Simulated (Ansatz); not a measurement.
A (111) slab of TaC (Fm-3m (No. 225)), 9 planes, outer planes Ta (top) and Ta (bottom), with 9 atoms (Ta5C4) in a surface cell of A = 8.672 Å², as cut from the bulk:

```yaml
crystal:
  lattice:
    - [3.16449, 0.00000, 0.00000]
    - [-1.58224, 2.74052, 0.00000]
    - [0.00000, 0.00000, 25.33517]
  atoms:
    - { symbol: Ta, position: [0.66667, 0.33333, 0.29603] }
    - { symbol: C, position: [0.00000, 0.00000, 0.34702] }
    - { symbol: Ta, position: [0.33333, 0.66667, 0.39802] }
    - { symbol: C, position: [0.66667, 0.33333, 0.44901] }
    - { symbol: Ta, position: [0.00000, 0.00000, 0.50000] }
    - { symbol: C, position: [0.33333, 0.66667, 0.55099] }
    - { symbol: Ta, position: [0.66667, 0.33333, 0.60198] }
    - { symbol: C, position: [0.00000, 0.00000, 0.65298] }
    - { symbol: Ta, position: [0.33333, 0.66667, 0.70397] }
```

The calculation used Ansatz, DFT PBE, scalar-relativistic, plane waves, PAW. Plane waves to 420 eV, a k mesh through Γ of 12×12×1 on the computed 9-atom cell and Gaussian smearing (0.10 eV); no spin polarisation.

The relaxed slab holds 4 formula units of TaC and 1 further Ta. Against those formula units in the bulk and the further Ta in its standard state it lies 2.098 eV higher. The formation energy of TaC from the standard states is -1.193 eV a formula unit (uncorrected, no zero-point or thermal terms).

Question: Over what range can the chemical potential of Ta vary, and what is the surface energy at both ends?

Answer: In contact with the bulk, μ(Ta) + μ(C) is fixed. With Δμ counted from the standard states, Δμ(Ta) ≤ 0 keeps elemental Ta from forming, and Δμ(C) ≤ 0 requires Δμ(Ta) ≥ ΔH = -1.193 eV. Other compounds of Ta and C can narrow this range. Then γ, the mean of both faces, = [2.098 eV − 1.00·Δμ(Ta)]/(2A). At the Ta-rich end (Δμ = 0): 2.098/(2 × 8.672) × 16.02 = 1.94 J/m². At the Ta-poor end: (2.098 + 1.193)/(2 × 8.672) × 16.02 = 3.04 J/m².

Question: How does its energy depend on growth conditions?

Answer: It carries an excess of Ta, so its energy falls by 0.92 J/m² for each eV that μ(Ta) rises: Ta-rich conditions lower it; whether it appears depends on the other terminations.